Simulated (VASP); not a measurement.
The system is C.

```
CELL_PARAMETERS angstrom
0.00000 1.77745 1.77745
1.77745 0.00000 1.77745
1.77745 1.77745 0.00000
ATOMIC_POSITIONS crystal
C 0.50000 0.50000 0.50000
C 0.75000 0.75000 0.75000
```

This isn't the form of C at room conditions, which is graphite.

Base run:

```yaml
Program: VASP 6.6.1
Functional: PBEsol
Potentials_or_basis: VASP PAW PBE potentials, release 64 (C)
Cutoff: 520 eV
k_mesh: 12 × 12 × 12
Occupations: gaussian, width 0.5 eV
Spin: no spin polarisation
```

Its results: band gap on the k mesh 4.06 eV, indirect (least direct gap 5.57 eV); pressure 0.7 GPa.

Problem. The run is repeated on the same cell with these changes: potentials or basis from VASP PAW PBE potentials, release 64 (C) to VASP PAW PBE potentials, release 64 (C_h); cutoff from 520 eV to 900 eV; occupations from gaussian, width 0.5 eV to gaussian, width 0.02 eV. What comes out?

Solution. Band gap on the k mesh 4.06 eV, indirect (least direct gap 5.57 eV); pressure -0.5 GPa.

Caveats: the PAW data sets were made with another functional, which shifts forces and pressure a little; the cutoff is under 1.25 times the usual one of these potentials, so pressure, stress and relaxed cells hold a basis-set (Pulay) error (some runs).

A k mesh can miss the band edges.

Not every run made on this cell is shown here.
